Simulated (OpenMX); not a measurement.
Crystal: Au.

```
Au
1.0
     2.74841    0.00000    0.00000
     0.00000    2.74841    0.00000
     0.00000    0.00000    2.74841
Au
1
Direct
  0.50000 0.50000 0.50000
```

The cell was built by a generator and needn't be a form met in nature.

Base run:

```yaml
Program: OpenMX 3.8.5
Functional: PBE
Dispersion: D3(BJ)
Potentials_or_basis: OpenMX 2013 PBE set, Au7.0-s3p2d2f1, grid cutoff 400 Ry
k_mesh: 7 × 7 × 7
Occupations: fermi-dirac, width 0.05 eV
Spin: no spin polarisation
```

Its results: band gap on the k mesh none (metal or under the smearing width); pressure -3.2 GPa.

Task: The run is repeated on the same cell with these changes: dispersion from D3(BJ) to none. What comes out?

Result: Band gap on the k mesh none (metal or under the smearing width); pressure 1.1 GPa.

Dispersion adds attraction, which lowers the pressure at fixed volume and, as a term added to the energy, leaves the levels alone.

Caveats: the basis of atomic orbitals isn't converged, which shifts pressures, moduli and gaps; pairwise dispersion overbinds metals, which lowers pressure and volume (some runs).

Not every run made on this cell is shown here.
